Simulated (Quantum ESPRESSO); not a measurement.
# SiC (Moissanite 6H) (P6_3mc) in Quantum ESPRESSO: a series of runs

One crystal, SiC (Moissanite 6H), is run at these levels: LDA; tasks: single point, equation of state.

Everything below comes from runs of Quantum ESPRESSO 7.5. Logs are shortened: lines on timing, memory, paths and dates and some standing lists are left out, and cuts for length are marked.

## 1. Starting point

Symmetry: P6_3mc, No. 186, hexagonal system. Conventional cell: a = 3.095 Å, b = 3.095 Å, c = 15.170 Å, α = 90.00°, β = 90.00°, γ = 120.00°. Si (site symmetry 3m) has 4 C at 1.90 Å as nearest neighbours. Si (site symmetry 3m) is surrounded by 4 C at 1.90 Å. Si (site symmetry 3m) is surrounded by 4 C at 1.90 Å. C (site symmetry 3m) has 4 Si at 1.90 Å as nearest neighbours. C (site symmetry 3m) is surrounded by 4 Si at 1.90 Å. C (site symmetry 3m) has 4 Si at 1.90 Å as nearest neighbours.

## 2. Single point, LDA, 9.86 Å³/atom

The input, pw.in:

```
&CONTROL
  calculation = 'scf'
  prefix = 'pwscf'
  outdir = './tmp'
  pseudo_dir = './pseudo'
  tstress = .true.
  disk_io = 'nowf'
/
&SYSTEM
  ibrav = 0
  nat = 12
  ntyp = 2
  ecutwfc = 45
  ecutrho = 360
  nbnd = 33
  occupations = 'smearing'
  smearing = 'fd'
  degauss = 0.00367493
/
&ELECTRONS
  conv_thr = 2.4d-09
  electron_maxstep = 120
  mixing_beta = 0.5
/
ATOMIC_SPECIES
Si    28.0850 si_lda_v1.uspp.F.UPF
C     12.0110 c_lda_v1.2.uspp.F.UPF
CELL_PARAMETERS angstrom
   3.0318190065    0.0000000000    0.0000000000
  -1.5159095032    2.6256322793    0.0000000000
   0.0000000000    0.0000000000   14.8603212692
ATOMIC_POSITIONS crystal
Si     0.6666666667    0.3333333333    0.4583000000
Si     0.3333333333    0.6666666667    0.9583000000
Si     0.6666666667    0.3333333333    0.7917000000
Si     0.3333333333    0.6666666667    0.2917000000
Si     0.0000000000    0.0000000000    0.6250000000
Si     0.0000000000    0.0000000000    0.1250000000
C      0.6666666667    0.3333333333    0.3333000000
C      0.3333333333    0.6666666667    0.8333000000
C      0.6666666667    0.3333333333    0.6667000000
C      0.3333333333    0.6666666667    0.1667000000
C      0.0000000000    0.0000000000    0.5000000000
C      0.0000000000    0.0000000000    0.0000000000
K_POINTS automatic
10 10 2 0 0 0
```

Potentials or basis: GBRV 1.5 LDA.

Launch:

```
$ OMP_NUM_THREADS=1 mpirun -n 2 pw.x -nk 2 -in pw.in > pw.out
```

pw.out:

```text
This program is part of the open-source Quantum ESPRESSO suite
     for quantum simulation of materials; please cite
[... 6 lines left out ...]
     using ibrav=0 with symmetry is DISCOURAGED, use correct ibrav instead

     K-points division:     npool     =       2
     Subspace diagonalization in iterative solution of the eigenvalue problem:
     a serial algorithm will be used

     G-vector sticks info
     --------------------
     sticks:   dense  smooth     PW     G-vecs:    dense   smooth      PW
     Sum         817     421    121                92125    32687    5443

     Using Slab Decomposition

     bravais-lattice index     =            0
     lattice parameter (alat)  =       5.7293  a.u.
     unit-cell volume          =     798.2924 (a.u.)^3
     number of atoms/cell      =           12
     number of atomic types    =            2
     number of electrons       =        48.00
     number of Kohn-Sham states=           33
     kinetic-energy cutoff     =      45.0000  Ry
     charge density cutoff     =     360.0000  Ry
     scf convergence threshold =      2.4E-09
     mixing beta               =       0.5000
     number of iterations used =            8  plain     mixing
     Exchange-correlation= SLA  PZ   NOGX NOGC
                           (   1   1   0   0   0   0   0)

     celldm(1)=   5.729308  celldm(2)=   0.000000  celldm(3)=   0.000000
     celldm(4)=   0.000000  celldm(5)=   0.000000  celldm(6)=   0.000000

     crystal axes: (cart. coord. in units of alat)
               a(1) = (   1.000000   0.000000   0.000000 )
               a(2) = (  -0.500000   0.866025   0.000000 )
               a(3) = (   0.000000   0.000000   4.901454 )

     reciprocal axes: (cart. coord. in units 2 pi/alat)
               b(1) = (  1.000000  0.577350 -0.000000 )
               b(2) = (  0.000000  1.154701  0.000000 )
               b(3) = (  0.000000 -0.000000  0.204021 )

     PseudoPot. # 1 for Si read from file:
     si_lda_v1.uspp.F.UPF
     Pseudo is Ultrasoft + core correction, Zval =  4.0
     Generated by new atomic code, or converted to UPF format
     Using radial grid of  899 points,  6 beta functions with:
                l(1) =   0
                l(2) =   0
                l(3) =   1
                l(4) =   1
                l(5) =   2
                l(6) =   2
     Q(r) pseudized with  8 coefficients,  rinner =    0.900   0.900   0.900
                                                       0.900   0.900

     PseudoPot. # 2 for C  read from file:
     c_lda_v1.2.uspp.F.UPF
     Pseudo is Ultrasoft + core correction, Zval =  4.0
     Generated by new atomic code, or converted to UPF format
     Using radial grid of  721 points,  4 beta functions with:
                l(1) =   0
                l(2) =   0
                l(3) =   1
                l(4) =   1
     Q(r) pseudized with  8 coefficients,  rinner =    1.100   1.100   1.100

     atomic species   valence    mass     pseudopotential
     Si                4.00    28.08500     Si( 1.00)
     C                 4.00    12.01100     C ( 1.00)

     12 Sym. Ops. (no inversion) found ( 6 have fractional translation)

   Cartesian axes

     site n.     atom                  positions (alat units)
         1        Si     tau(   1) = (   0.5000000   0.2886751   2.2463363  )
         2        Si     tau(   2) = (  -0.0000000   0.5773503   4.6970633  )
         3        Si     tau(   3) = (   0.5000000   0.2886751   3.8804811  )
         4        Si     tau(   4) = (  -0.0000000   0.5773503   1.4297541  )
         5        Si     tau(   5) = (   0.0000000   0.0000000   3.0634087  )
         6        Si     tau(   6) = (   0.0000000   0.0000000   0.6126817  )
         7        C      tau(   7) = (   0.5000000   0.2886751   1.6336546  )
         8        C      tau(   8) = (  -0.0000000   0.5773503   4.0843816  )
         9        C      tau(   9) = (   0.5000000   0.2886751   3.2677994  )
        10        C      tau(  10) = (  -0.0000000   0.5773503   0.8170724  )
        11        C      tau(  11) = (   0.0000000   0.0000000   2.4507270  )
        12        C      tau(  12) = (   0.0000000   0.0000000   0.0000000  )

     number of k points=    28  Fermi-Dirac smearing, width (Ry)=  0.0037
                       cart. coord. in units 2pi/alat
        k(    1) = (   0.0000000   0.0000000   0.0000000), wk =   0.0100000
        k(    2) = (   0.0000000   0.0000000  -0.1020105), wk =   0.0100000
        k(    3) = (   0.0000000   0.1154701   0.0000000), wk =   0.0600000
        k(    4) = (   0.0000000   0.1154701  -0.1020105), wk =   0.0600000
        k(    5) = (   0.0000000   0.2309401   0.0000000), wk =   0.0600000
        k(    6) = (   0.0000000   0.2309401  -0.1020105), wk =   0.0600000
[... 20 lines left out ...]
        k(   27) = (   0.3000000   0.5196152   0.0000000), wk =   0.0600000
        k(   28) = (   0.3000000   0.5196152  -0.1020105), wk =   0.0600000

     Dense  grid:    92125 G-vectors     FFT dimensions: (  36,  36, 180)

     Smooth grid:    32687 G-vectors     FFT dimensions: (  25,  25, 120)

     Initial potential from superposition of free atoms

     starting charge      47.9962, renormalised to      48.0000
     Starting wfcs are   48 randomized atomic wfcs

     Self-consistent Calculation

     iteration #  1     ecut=    45.00 Ry     beta= 0.50
     Davidson diagonalization with overlap
     ethr =  1.00E-02,  avg # of iterations =  3.7

     total energy              =    -126.51240961 Ry
     estimated scf accuracy    <       2.86528617 Ry

     iteration #  2     ecut=    45.00 Ry     beta= 0.50
     Davidson diagonalization with overlap
     ethr =  5.97E-03,  avg # of iterations =  2.0

     total energy              =    -127.19420432 Ry
     estimated scf accuracy    <       0.10572722 Ry

     iteration #  3     ecut=    45.00 Ry     beta= 0.50
     Davidson diagonalization with overlap
     ethr =  2.20E-04,  avg # of iterations =  6.8
[... 8 lines left out ...]
     total energy              =    -127.19806433 Ry
     estimated scf accuracy    <       0.00523686 Ry

     iteration #  5     ecut=    45.00 Ry     beta= 0.50
     Davidson diagonalization with overlap
     ethr =  1.09E-05,  avg # of iterations =  3.5

     total energy              =    -127.19863358 Ry
     estimated scf accuracy    <       0.00020210 Ry

     iteration #  6     ecut=    45.00 Ry     beta= 0.50
     Davidson diagonalization with overlap
     c_bands:  1 eigenvalues not converged
     ethr =  4.21E-07,  avg # of iterations =  6.3

     total energy              =    -127.19874298 Ry
     estimated scf accuracy    <       0.00013220 Ry

     iteration #  7     ecut=    45.00 Ry     beta= 0.50
     Davidson diagonalization with overlap
     ethr =  2.75E-07,  avg # of iterations =  2.3

     total energy              =    -127.19878109 Ry
     estimated scf accuracy    <       0.00000543 Ry

     iteration #  8     ecut=    45.00 Ry     beta= 0.50
     Davidson diagonalization with overlap
     ethr =  1.13E-08,  avg # of iterations =  3.9

     total energy              =    -127.19878117 Ry
     estimated scf accuracy    <       0.00000341 Ry
[... 5 lines left out ...]
     total energy              =    -127.19878110 Ry
     estimated scf accuracy    <       0.00000056 Ry

     iteration # 10     ecut=    45.00 Ry     beta= 0.50
     Davidson diagonalization with overlap
     ethr =  1.16E-09,  avg # of iterations =  2.0

     total energy              =    -127.19878129 Ry
     estimated scf accuracy    <       0.00000002 Ry

     iteration # 11     ecut=    45.00 Ry     beta= 0.50
     Davidson diagonalization with overlap
     ethr =  5.14E-11,  avg # of iterations =  2.4

     End of self-consistent calculation

          k = 0.0000 0.0000 0.0000 (  4019 PWs)   bands (ev):

    -5.8751  -5.3352  -5.2886  -3.7221  -3.6897  -2.0621   0.9945   3.5042
     3.5393   7.4414   7.4597   8.7107   8.7107   8.8979   8.8979   9.0169
     9.0169   9.4861   9.4861   9.5795   9.5795   9.8367   9.8828   9.8828
    15.4210  15.5826  16.0151  16.5241  16.7851  16.9086  16.9496  16.9497
    17.4954

          k = 0.0000 0.0000-0.1020 (  4032 PWs)   bands (ev):

    -5.7336  -5.7336  -4.6241  -4.6241  -2.6740  -2.6740   1.8313   1.8313
     5.4766   5.4766   8.7707   8.7707   8.7707   8.7707   9.1147   9.1147
     9.2310   9.2310   9.2310   9.2310   9.7852   9.7852   9.7852   9.7852
    15.4851  15.4851  16.2391  16.2391  17.0435  17.0435  17.0435  17.0521
    17.0521

          k = 0.0000 0.1155 0.0000 (  4045 PWs)   bands (ev):
[... 49 lines left out ...]
    -3.1568  -2.7051  -2.6320  -1.4209  -1.3751  -0.4550   1.7160   1.9316
     2.3806   2.9038   3.0881   4.1016   4.3403   5.8429   6.2197   6.6820
     6.9933   7.0805   7.1256   7.9254   8.1395   8.1763   8.4803   8.8767
    12.1484  12.2987  13.3065  13.9233  14.8174  14.9939  15.4992  16.0945
    16.6935

          k = 0.0000 0.4619-0.1020 (  4080 PWs)   bands (ev):

    -3.0332  -3.0332  -2.0969  -2.0969  -0.7460  -0.7460   1.8839   1.8839
     2.3923   2.3923   3.7909   3.7909   4.8556   4.8556   6.7895   6.7895
     6.8878   6.8878   7.5859   7.5859   8.1468   8.1468   8.6643   8.6643
    12.2232  12.2232  13.5589  13.5589  14.9602  14.9602  15.8413  15.8413
    16.9869

          k = 0.0000-0.5774 0.0000 (  4120 PWs)   bands (ev):

    -2.1960  -2.0350  -1.8117  -1.2985  -1.1383  -0.6419   1.1909   1.5210
     1.8447   1.8638   2.8947   3.1153   5.0954   5.2503   6.5405   6.7332
     6.8782   6.9442   6.9885   7.5738   8.0184   8.0547   8.1610   8.7702
    11.8494  12.0514  13.0985  13.8004  14.5154  14.5981  15.5755  15.7839
    16.5877

          k = 0.0000-0.5774-0.1020 (  4092 PWs)   bands (ev):

    -2.1373  -2.1373  -1.6061  -1.6061  -0.8145  -0.8145   1.2046   1.2046
     2.2533   2.2533   2.6573   2.6573   5.5571   5.5571   6.2928   6.2928
     6.6492   6.6492   7.4555   7.4555   8.1242   8.1242   8.5529   8.5529
    11.9027  11.9027  13.3146  13.3146  14.8347  14.8347  15.4943  15.4943
    16.9333

          k = 0.1000 0.1732 0.0000 (  4064 PWs)   bands (ev):

    -5.3360  -4.8041  -4.7556  -3.2178  -3.1839  -1.6141   1.4897   3.8275
     3.8600   6.6183   6.8036   6.8288   6.9252   7.0739   7.7249   7.9894
     8.0759   8.1599   8.4061   8.6808   8.7487   9.1658   9.2971   9.6103
    15.3378  15.5241  15.6148  15.9479  15.9743  16.5396  17.0303  17.3302
    17.4576

          k = 0.1000 0.1732-0.1020 (  4056 PWs)   bands (ev):

    -5.1963  -5.1963  -4.1020  -4.1020  -2.1976  -2.1976   2.2735   2.2735
     5.5394   5.5394   6.6997   6.6997   7.3306   7.3306   7.5853   7.5853
     8.1221   8.1221   8.7737   8.7737   8.9616   8.9616   9.4008   9.4008
    15.4049  15.4049  15.7883  15.7883  16.2185  16.2185  17.0240  17.0240
    17.6842
[... 99 lines left out ...]
    -1.6127  -1.3397  -1.2448  -0.7704  -0.7274  -0.6010   2.1796   2.2519
     2.3832   2.4408   3.0822   3.1482   3.6630   3.9558   4.2780   4.7913
     5.4941   5.5323   5.7641   6.6073   6.9250   7.4207   7.6430   8.0369
    13.1290  13.6760  13.7312  14.8742  15.8292  16.3672  16.4800  17.0625
    18.0959

          k = 0.3000 0.5196-0.1020 (  4102 PWs)   bands (ev):

    -1.5287  -1.5287  -0.9890  -0.9890  -0.6314  -0.6314   2.1798   2.1798
     2.5403   2.5403   2.9175   2.9175   3.9386   3.9386   4.6529   4.6529
     5.1220   5.1220   6.4093   6.4093   7.3790   7.3790   7.6357   7.6357
    13.5146  13.5146  14.1873  14.1873  15.7204  15.7204  17.1962  17.1963
    18.5469

     the Fermi energy is    10.8542 ev

!    total energy              =    -127.19878129 Ry
     estimated scf accuracy    <          1.6E-09 Ry
     smearing contrib. (-TS)   =      -0.00000000 Ry
     internal energy E=F+TS    =    -127.19878129 Ry

     The total energy is F=E-TS. E is the sum of the following terms:
     one-electron contribution =      35.72265709 Ry
     hartree contribution      =      13.73542903 Ry
     xc contribution           =     -49.09204645 Ry
     ewald contribution        =    -127.56482096 Ry

     convergence has been achieved in  11 iterations

     Computing stress (Cartesian axis) and pressure

          total   stress  (Ry/bohr**3)                   (kbar)     P=       66.65
   0.00043371  -0.00000000   0.00000000           63.80       -0.00        0.00
  -0.00000000   0.00043371   0.00000000           -0.00       63.80        0.00
   0.00000000   0.00000000   0.00049171            0.00        0.00       72.33

=------------------------------------------------------------------------------=
   JOB DONE.
=------------------------------------------------------------------------------=
```

It took 25 s on 2 MPI ranks of AMD EPYC 9R45 (Zen 5), shared host; peak memory 0.56 GiB.

What came out:

```
Free energy            : -1730.6276 eV
Pressure               : 6.7 GPa
Band gap on the k mesh : 1.97 eV, indirect (least direct gap 3.08 eV)
```

## 3. Single point, LDA, 10.07 Å³/atom

Edit pw.in of step 2 so:

```diff
@@ -28,5 +28,5 @@
 CELL_PARAMETERS angstrom
-   3.0318190065    0.0000000000    0.0000000000
-  -1.5159095032    2.6256322793    0.0000000000
-   0.0000000000    0.0000000000   14.8603212692
+   3.0531705480    0.0000000000    0.0000000000
+  -1.5265852740    2.6441232567    0.0000000000
+   0.0000000000    0.0000000000   14.9649748670
 ATOMIC_POSITIONS crystal
```

Potentials or basis: GBRV 1.5 LDA.

Launch:

```
$ OMP_NUM_THREADS=1 mpirun -n 2 pw.x -nk 2 -in pw.in > pw.out
```

Run time: 25 s. Hardware: 2 MPI ranks of AMD EPYC 9R45 (Zen 5), shared host; peak memory 0.58 GiB.

The run converged. Its results:

```yaml
Free_energy: -1730.6932 eV
Pressure: 1.5 GPa
Band_gap_on_the_k_mesh: 1.97 eV, indirect (least direct gap 3.08 eV)
```

## 4. Single point, LDA, 10.28 Å³/atom

Edit pw.in of step 3 so:

```diff
@@ -28,5 +28,5 @@
 CELL_PARAMETERS angstrom
-   3.0531705480    0.0000000000    0.0000000000
-  -1.5265852740    2.6441232567    0.0000000000
-   0.0000000000    0.0000000000   14.9649748670
+   3.0742275620    0.0000000000    0.0000000000
+  -1.5371137810    2.6623591657    0.0000000000
+   0.0000000000    0.0000000000   15.0681848517
 ATOMIC_POSITIONS crystal
```

Launch:

```
$ OMP_NUM_THREADS=1 mpirun -n 2 pw.x -nk 2 -in pw.in > pw.out
```

Wall time 26 s (2 MPI ranks of AMD EPYC 9R45 (Zen 5), shared host); peak memory 0.6 GiB.

It converged, with:

```yaml
Free_energy: -1730.6818 eV
Pressure: -3.2 GPa
Band_gap_on_the_k_mesh: 1.98 eV, indirect (least direct gap 3.08 eV)
```

## 5. Single point, LDA, 10.49 Å³/atom

Edit pw.in of step 4 so:

```diff
@@ -28,5 +28,5 @@
 CELL_PARAMETERS angstrom
-   3.0742275620    0.0000000000    0.0000000000
-  -1.5371137810    2.6623591657    0.0000000000
-   0.0000000000    0.0000000000   15.0681848517
+   3.0950000000    0.0000000000    0.0000000000
+  -1.5475000000    2.6803486247    0.0000000000
+   0.0000000000    0.0000000000   15.1700000000
 ATOMIC_POSITIONS crystal
```

Launch:

```
$ OMP_NUM_THREADS=1 mpirun -n 2 pw.x -nk 2 -in pw.in > pw.out
```

Run time: 26 s. Hardware: 2 MPI ranks of AMD EPYC 9R45 (Zen 5), shared host; peak memory 0.6 GiB.

The run converged. Its results:

| Quantity | Value |
| --- | --- |
| Free energy | -1730.6006 eV |
| Pressure | -7.4 GPa |
| Band gap on the k mesh | 1.98 eV, indirect (least direct gap 3.08 eV) |

## 6. Single point, LDA, 10.70 Å³/atom

Edit pw.in of step 5 so:

```diff
@@ -28,5 +28,5 @@
 CELL_PARAMETERS angstrom
-   3.0950000000    0.0000000000    0.0000000000
-  -1.5475000000    2.6803486247    0.0000000000
-   0.0000000000    0.0000000000   15.1700000000
+   3.1154972861    0.0000000000    0.0000000000
+  -1.5577486430    2.6980997952    0.0000000000
+   0.0000000000    0.0000000000   15.2704665040
 ATOMIC_POSITIONS crystal
```

Potentials or basis: GBRV 1.5 LDA.

Launch:

```
$ OMP_NUM_THREADS=1 mpirun -n 2 pw.x -nk 2 -in pw.in > pw.out
```

Run time: 25 s. Hardware: 2 MPI ranks of AMD EPYC 9R45 (Zen 5), shared host; peak memory 0.6 GiB.

The run converged. Its results:

```yaml
Free_energy: -1730.4563 eV
Pressure: -11.2 GPa
Band_gap_on_the_k_mesh: 1.98 eV, indirect (least direct gap 3.07 eV)
```

## 7. Single point, LDA, 10.91 Å³/atom

Edit pw.in of step 6 so:

```diff
@@ -28,5 +28,5 @@
 CELL_PARAMETERS angstrom
-   3.1154972861    0.0000000000    0.0000000000
-  -1.5577486430    2.6980997952    0.0000000000
-   0.0000000000    0.0000000000   15.2704665040
+   3.1357283548    0.0000000000    0.0000000000
+  -1.5678641774    2.7156204146    0.0000000000
+   0.0000000000    0.0000000000   15.3696281560
 ATOMIC_POSITIONS crystal
```

Launch:

```
$ OMP_NUM_THREADS=1 mpirun -n 2 pw.x -nk 2 -in pw.in > pw.out
```

Wall time 25 s (2 MPI ranks of AMD EPYC 9R45 (Zen 5), shared host); peak memory 0.62 GiB.

It converged, with:

| Property | Result |
| --- | --- |
| Free energy | -1730.2550 eV |
| Pressure | -14.6 GPa |
| Band gap on the k mesh | 1.98 eV, indirect (least direct gap 3.07 eV) |

## 8. Single point, LDA, 11.12 Å³/atom

Edit pw.in of step 7 so:

```diff
@@ -28,5 +28,5 @@
 CELL_PARAMETERS angstrom
-   3.1357283548    0.0000000000    0.0000000000
-  -1.5678641774    2.7156204146    0.0000000000
-   0.0000000000    0.0000000000   15.3696281560
+   3.1557016854    0.0000000000    0.0000000000
+  -1.5778508427    2.7329178263    0.0000000000
+   0.0000000000    0.0000000000   15.4675265161
 ATOMIC_POSITIONS crystal
```

Launch:

```
$ OMP_NUM_THREADS=1 mpirun -n 2 pw.x -nk 2 -in pw.in > pw.out
```

Run time: 25 s. Hardware: 2 MPI ranks of AMD EPYC 9R45 (Zen 5), shared host; peak memory 0.64 GiB.

Results (log left out):

```
Free energy            : -1730.0021 eV
Pressure               : -17.7 GPa
Band gap on the k mesh : 1.99 eV, indirect (least direct gap 3.06 eV)
```

## 9. Equation of state, LDA

Potentials or basis: GBRV 1.5 LDA.

This step only gathers the single runs of the series.

What came out:

| Item | Value |
| --- | --- |
| Equilibrium volume | 10.14 Å³/atom |
| Bulk modulus at fixed shape and positions | 229 GPa |
| Pressure derivative of the bulk modulus | 3.9 |

Energy against volume, from the lowest point:
```csv
volume (Å³/atom),energy (meV/atom)
9.858,5.47
10.068,0.00
10.277,0.95
10.487,7.71
10.697,19.74
10.907,36.52
11.116,57.60
```

Caveat: the cell was scaled at fixed shape and fractional positions, which overstates the stiffness of a crystal with free parameters, most of all of layers and chains.
